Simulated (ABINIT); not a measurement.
# TaS2 (P-3m1) in ABINIT: a series of runs

The runs below take TaS2 through band structure, with AM05, RPBE.

Program: ABINIT 10.8.3 (patched build). These are calculated values, not measurements. Logs are shortened: lines on timing, memory, paths and dates and some standing lists are left out, and cuts for length are marked. The log counts tension as positive stress, the text compression.

## Step 1: Starting point

It takes space group P-3m1 (No. 164, trigonal). Conventional cell: a = 3.350 Å, b = 3.350 Å, c = 5.860 Å, α = 90.00°, β = 90.00°, γ = 120.00°. Ta (site symmetry -3m) is surrounded by 6 S at 2.43 Å. S (site symmetry 3m) has 3 Ta at 2.43 Å as nearest neighbours.

## Step 2: Band structure, AM05

File run.abi:

```
# Datasets: ground state, then fixed potential
ndtset 2

# Pseudopotentials
pp_dirpath "./"
pseudos "Ta.GGA_PBE-JTH.xml, S.GGA_PBE-JTH.xml"

# Structure
acell 3*1.0 Angstrom
rprim
     3.3500000000     0.0000000000     0.0000000000
    -1.6750000000     2.9011851027     0.0000000000
     0.0000000000     0.0000000000     5.8600000000
ntypat 2
znucl 73 16
natom 3
typat 1 2 2
xred
     0.0000000000     0.0000000000     0.0000000000
     0.6666666667     0.3333333333     0.7500000000
     0.3333333333     0.6666666667     0.2500000000

# Plane-wave basis
ecut 20.0
pawecutdg 40.0

# Exchange and correlation
ixc -120135

# Bands and occupations
occopt 3
tsmear 0.00183747

# SCF cycle
nstep 100

# Output
iomode 3
prtwf 0
prteig 0
prtebands 0
prtden1 1
prtvha1 1
prtvclmb1 1
prtpot1 1

# Dataset 1
kptopt1 1
ngkpt1 9 9 5
nshiftk1 1
shiftk1 0.0 0.0 0.0
nband1 17
tolvrs1 1.0e-9

# Dataset 2: bands along G-M-K-G-A-L-H-A
iscf2 -2
getden2 1
nband2 21
nbdbuf2 2
tolwfr2 1.0e-12
kptopt2 -7
ndivsm2 8
prteig2 1
prtvol2 -3
kptbounds2
     0.0000000000     0.0000000000     0.0000000000
     0.5000000000     0.0000000000     0.0000000000
     0.3333333333     0.3333333333     0.0000000000
     0.0000000000     0.0000000000     0.0000000000
     0.0000000000     0.0000000000     0.5000000000
     0.5000000000     0.0000000000     0.5000000000
     0.3333333333     0.3333333333     0.5000000000
     0.0000000000     0.0000000000     0.5000000000
```

Potentials or basis: JTH PAW PBE v2.0.

The run is started by

```
$ abinit run.abi > log 2>&1
```

run.abo:

```text
.Version 10.8.3 of ABINIT
 DATASET    1 : space group P-3 m 1 (#164); Bravais hP (primitive hexag.)
================================================================================
 Values of the parameters that define the memory need for DATASET  1.
     intxc =       0    ionmov =       0      iscf =      17    lmnmax =      18
     lnmax =       6     mgfft =      48  mpssoang =       3    mqgrid =    3153
     natom =       3  nloc_mem =       2    nspden =       1   nspinor =       1
    nsppol =       1      nsym =      12    n1xccc =       1    ntypat =       2
    occopt =       3   xclevel =       2
       mpw =        1655          nfft =       34992          nkpt =          50
 PAW method is used; the additional fine FFT grid is defined by:
   mgfftf=        64    nfftf =    102400
================================================================================
================================================================================

 DATASET    2 : space group P-3 m 1 (#164); Bravais hP (primitive hexag.)
================================================================================
 Values of the parameters that define the memory need for DATASET  2.
     intxc =       0    ionmov =       0      iscf =      -2    lmnmax =      18
     lnmax =       6     mgfft =      48  mpssoang =       3    mqgrid =    3153
     natom =       3  nloc_mem =       2    nspden =       1   nspinor =       1
    nsppol =       1      nsym =      12    n1xccc =       1    ntypat =       2
    occopt =       3   xclevel =       2
       mpw =        1664          nfft =       34992          nkpt =          97
 PAW method is used; the additional fine FFT grid is defined by:
   mgfftf=        64    nfftf =    102400
================================================================================
================================================================================

--------------------------------------------------------------------------------
------------- Echo of variables that govern the present computation ------------
--------------------------------------------------------------------------------
 -outvars: echo values of preprocessed input variables --------
            acell      1.8897261259E+00  1.8897261259E+00  1.8897261259E+00 Bohr
              amu      1.80947900E+02  3.20660000E+01
             ecut      2.00000000E+01 Hartree
           getden1          0
           getden2          1
             iscf1         17
             iscf2         -2
              ixc     -120135
           jdtset        1    2
           kptopt1          1
           kptopt2         -7
         kptrlatt        9    0    0      0    9    0      0    0    5
          kptrlen1     5.53689755E+01
          kptrlen2     3.00000000E+01
            natom           3
            nband1         17
            nband2         21
[... 1109 lines left out ...]

 Mean square residual over all n,k,spin=   59.831E-14; max=  99.902E-14
 reduced coordinates (array xred) for    3 atoms
       0.000000000000      0.000000000000      0.000000000000
       0.666666666667      0.333333333333      0.750000000000
       0.333333333333      0.666666666667      0.250000000000

 cartesian coordinates (angstrom) at end:
    1      0.00000000000000     0.00000000000000     0.00000000000000
    2      1.67500000000000     0.96706170090000     4.39500000000000
    3     -0.00000000000000     1.93412340180000     1.46500000000000
 length scales=  1.889726125908  1.889726125908  1.889726125908 bohr
              =  1.000000000000  1.000000000000  1.000000000000 angstroms
 Eigenvalues (hartree) for nkpt=  97  k points:
 kpt#   1, nband= 21, wtk=  1.00000, kpt=  0.0000  0.0000  0.0000 (reduced coord)
  -2.35555   -1.12259   -1.12150   -1.12150   -0.38334   -0.30588   -0.08478    0.01622
   0.01622    0.12440    0.14464    0.14464    0.17279    0.17279    0.18174    0.32263
   0.32263    0.36038    0.37506    0.49933    0.49933
 kpt#   2, nband= 21, wtk=  1.00000, kpt=  0.0313  0.0000  0.0000 (reduced coord)
  -2.35554   -1.12257   -1.12161   -1.12152   -0.38276   -0.30591   -0.08410    0.01516
   0.01655    0.12501    0.13833    0.14098    0.17495    0.17659    0.18323    0.32004
   0.32247    0.36492    0.37745    0.49806    0.50114
 kpt#   3, nband= 21, wtk=  1.00000, kpt=  0.0625  0.0000  0.0000 (reduced coord)
  -2.35553   -1.12251   -1.12194   -1.12160   -0.38105   -0.30599   -0.08206    0.01220
   0.01749    0.12431    0.12662    0.13321    0.17570    0.18471    0.18871    0.31488
   0.32208    0.37574    0.38454    0.49473    0.50644
 kpt#   4, nband= 21, wtk=  1.00000, kpt=  0.0938  0.0000  0.0000 (reduced coord)
  -2.35551   -1.12248   -1.12240   -1.12172   -0.37823   -0.30613   -0.07872    0.00791
   0.01898    0.10732    0.12452    0.12805    0.17411    0.19392    0.19566    0.31037
   0.32182    0.38887    0.39617    0.49060    0.51492
 kpt#   5, nband= 21, wtk=  1.00000, kpt=  0.1250  0.0000  0.0000 (reduced coord)
[... 357 lines left out ...]
   0.01966    0.06244    0.10639    0.11883    0.18372    0.18655    0.23052    0.32035
   0.33305    0.39307    0.44228    0.49103    0.51282
 kpt#  95, nband= 21, wtk=  1.00000, kpt=  0.0351  0.0351  0.5000 (reduced coord)
  -2.35553   -1.12252   -1.12191   -1.12159   -0.37138   -0.32396   -0.03653    0.00550
   0.01841    0.05388    0.12139    0.12859    0.17990    0.18000    0.22360    0.32838
   0.33592    0.38164    0.43669    0.49850    0.51126
 kpt#  96, nband= 21, wtk=  1.00000, kpt=  0.0175  0.0175  0.5000 (reduced coord)
  -2.35554   -1.12258   -1.12160   -1.12152   -0.37301   -0.32418   -0.03823    0.01340
   0.01756    0.04598    0.13390    0.13630    0.17427    0.17479    0.21895    0.33519
   0.33758    0.37337    0.43305    0.50432    0.50814
 kpt#  97, nband= 21, wtk=  1.00000, kpt=  0.0000  0.0000  0.5000 (reduced coord)
  -2.35555   -1.12260   -1.12150   -1.12150   -0.37356   -0.32426   -0.03880    0.01727
   0.01727    0.04211    0.13952    0.13952    0.17172    0.17172    0.21733    0.33811
   0.33811    0.37008    0.43179    0.50653    0.50660

== END DATASET(S) ==============================================================
================================================================================

 -outvars: echo values of variables after computation  --------
            acell      1.8897261259E+00  1.8897261259E+00  1.8897261259E+00 Bohr
           etotal1    -7.9718628381E+01
            fcart1    -1.7013570008E-28 -9.8227892239E-29 -0.0000000000E+00
                       8.5067850040E-29  4.9113946120E-29 -1.7372777434E-02
                       8.5067850040E-29  4.9113946120E-29  1.7372777434E-02
            rprim      3.3500000000E+00  0.0000000000E+00  0.0000000000E+00
                      -1.6750000000E+00  2.9011851027E+00  0.0000000000E+00
                       0.0000000000E+00  0.0000000000E+00  5.8600000000E+00
           strten1    -7.5240211633E-05 -7.5240211847E-05 -2.8434331048E-04
                       0.0000000000E+00  0.0000000000E+00  0.0000000000E+00
           xangst      0.0000000000E+00  0.0000000000E+00  0.0000000000E+00
                       1.6750000000E+00  9.6706170090E-01  4.3950000000E+00
                      -8.1732554461E-17  1.9341234018E+00  1.4650000000E+00
             xred      0.0000000000E+00  0.0000000000E+00  0.0000000000E+00
                       6.6666666667E-01  3.3333333333E-01  7.5000000000E-01
                       3.3333333333E-01  6.6666666667E-01  2.5000000000E-01
 Calculation completed.
```

Wall time 1.9 min (1 thread of Arm Neoverse V2, shared host); peak memory 0.16 GiB.

What came out:

```
Free energy                                           : -2169.2544 eV
Pressure                                              : 4.3 GPa
Largest force                                         : 0.893 eV/Å
Band gap on the k mesh                                : none (metal or under the smearing width)
Valence electrons inside the program's atomic spheres : Ta 10.65; S 3.62
```

Forces on the atoms (eV/Å):
```
Ta   0.000  0.000  0.000
S    0.000  0.000 -0.893
S    0.000  0.000  0.893
```

Levels at the corners of the path, in eV from the Fermi level:
```tsv
point	band 8	band 9	band 10	band 11	band 12	band 13	band 14	band 15	band 16	band 17
Γ	-4.23	-4.23	-1.29	-0.74	-0.74	0.03	0.03	0.27	4.10	4.10
M	-4.63	-4.49	-4.07	-3.44	-2.23	-0.81	2.46	3.01	4.51	5.23
K	-5.50	-5.50	-3.79	-3.79	-3.17	1.16	2.15	2.15	4.20	4.20
Γ	-4.23	-4.23	-1.29	-0.74	-0.74	0.03	0.03	0.27	4.10	4.10
A	-4.21	-4.21	-3.53	-0.88	-0.88	0.00	0.00	1.24	4.53	4.53
L	-5.26	-4.36	-4.20	-2.21	-1.95	-1.26	2.46	3.00	4.40	4.53
H	-5.59	-5.47	-3.77	-3.51	-3.51	1.25	1.47	1.47	5.11	5.11
A	-4.21	-4.21	-3.53	-0.88	-0.88	0.00	0.00	1.24	4.53	4.53
```

Caveat: the PAW data sets were made with another functional, which shifts forces and pressure a little; spin-orbit coupling is left out, which moves the levels of the heavy elements; this functional lacks dispersion, which binds the layers, so the pressure and a relaxed spacing across them are unreliable.

## Step 3: Band structure, RPBE

Edit run.abi of step 2 so:

```diff
@@ -8,7 +8,7 @@
 # Structure
-acell 3*1.0 Angstrom
+acell 6.3305825175 6.3305825175 11.0737950903
 rprim
-     3.3500000000     0.0000000000     0.0000000000
-    -1.6750000000     2.9011851027     0.0000000000
-     0.0000000000     0.0000000000     5.8600000000
+     1.0000000000     0.0000000000     0.0000000000
+    -0.5000000000     0.8660254038     0.0000000000
+     0.0000000000     0.0000000000     1.0000000000
 ntypat 2
@@ -27,3 +27,3 @@
 # Exchange and correlation
-ixc -120135
+ixc 15
 
@@ -31,3 +31,3 @@
 occopt 3
-tsmear 0.00183747
+tsmear 0.05 eV
 
@@ -41,2 +41,3 @@
 prtebands 0
+enunit 1
 prtden1 1
@@ -61,5 +62,4 @@
 kptopt2 -7
-ndivsm2 8
+ndivsm2 5
 prteig2 1
-prtvol2 -3
 kptbounds2
```

Potentials or basis: JTH PAW PBE v2.0.

The run is started by

```
$ abinit run.abi > log 2>&1
```

run.abo:

```text
.Version 10.8.3 of ABINIT
 DATASET    1 : space group P-3 m 1 (#164); Bravais hP (primitive hexag.)
================================================================================
 Values of the parameters that define the memory need for DATASET  1.
     intxc =       0    ionmov =       0      iscf =      17    lmnmax =      18
     lnmax =       6     mgfft =      48  mpssoang =       3    mqgrid =    3153
     natom =       3  nloc_mem =       2    nspden =       1   nspinor =       1
    nsppol =       1      nsym =      12    n1xccc =       1    ntypat =       2
    occopt =       3   xclevel =       2
       mpw =        1655          nfft =       34992          nkpt =          50
 PAW method is used; the additional fine FFT grid is defined by:
   mgfftf=        64    nfftf =    102400
================================================================================
================================================================================

 DATASET    2 : space group P-3 m 1 (#164); Bravais hP (primitive hexag.)
[... 1132 lines left out ...]

== END DATASET(S) ==============================================================
================================================================================

 -outvars: echo values of variables after computation  --------
            acell      6.3305825175E+00  6.3305825175E+00  1.1073795090E+01 Bohr
           etotal1    -7.9593429254E+01
            fcart1     5.6711900065E-29  3.2742630768E-29 -0.0000000000E+00
                       2.2684760026E-28  1.3097052307E-28 -2.5403967361E-02
                      -2.8355950033E-28 -1.6371315384E-28  2.5403967361E-02
            rprim      1.0000000000E+00  0.0000000000E+00  0.0000000000E+00
                      -5.0000000000E-01  8.6602540380E-01  0.0000000000E+00
                       0.0000000000E+00  0.0000000000E+00  1.0000000000E+00
           strten1    -3.4157650905E-04 -3.4157650954E-04 -5.0883433933E-04
                       0.0000000000E+00  0.0000000000E+00  0.0000000000E+00
           xangst      0.0000000000E+00  0.0000000000E+00  0.0000000000E+00
                       1.6749999989E+00  9.6706170025E-01  4.3949999970E+00
                      -6.1987452166E-17  1.9341234005E+00  1.4649999990E+00
             xred      0.0000000000E+00  0.0000000000E+00  0.0000000000E+00
                       6.6666666667E-01  3.3333333333E-01  7.5000000000E-01
                       3.3333333333E-01  6.6666666667E-01  2.5000000000E-01
 Calculation completed.
```

Wall time 87 s (1 thread of Arm Neoverse V2, shared host); peak memory 0.16 GiB.

Results:

* Free energy: -2165.8475 eV
* Pressure: 11.7 GPa
* Largest force: 1.306 eV/Å
* Band gap on the k mesh: none (metal or under the smearing width)
* Valence electrons inside the program's atomic spheres: Ta 10.62; S 3.65

Forces on the atoms (eV/Å):
```
Ta   0.000  0.000  0.000
S    0.000  0.000 -1.306
S    0.000  0.000  1.306
```

Stress tensor (GPa, compression positive):
```
10.05  0.00  0.00
 0.00 10.05  0.00
 0.00  0.00 14.97
```

Levels at the corners of the path, in eV from the Fermi level:
```csv
point,band 9,band 10,band 11,band 12,band 13,band 14,band 15,band 16
Γ,-4.28,-1.38,-0.83,-0.83,0.04,0.04,0.30,4.07
M,-4.51,-4.12,-3.48,-2.30,-0.81,2.48,3.03,4.59
K,-5.52,-3.84,-3.84,-3.22,1.19,2.14,2.14,4.23
Γ,-4.28,-1.38,-0.83,-0.83,0.04,0.04,0.30,4.07
A,-4.25,-3.54,-0.97,-0.97,0.01,0.01,1.23,4.48
L,-4.41,-4.25,-2.30,-2.03,-1.24,2.47,3.02,4.49
H,-5.50,-3.80,-3.58,-3.58,1.27,1.49,1.49,5.10
A,-4.25,-3.54,-0.97,-0.97,0.01,0.01,1.23,4.48
```

Caveat: the PAW data sets were made with another functional, which shifts forces and pressure a little; spin-orbit coupling is left out, which moves the levels of the heavy elements; this functional lacks dispersion, which binds the layers, so the pressure and a relaxed spacing across them are unreliable.
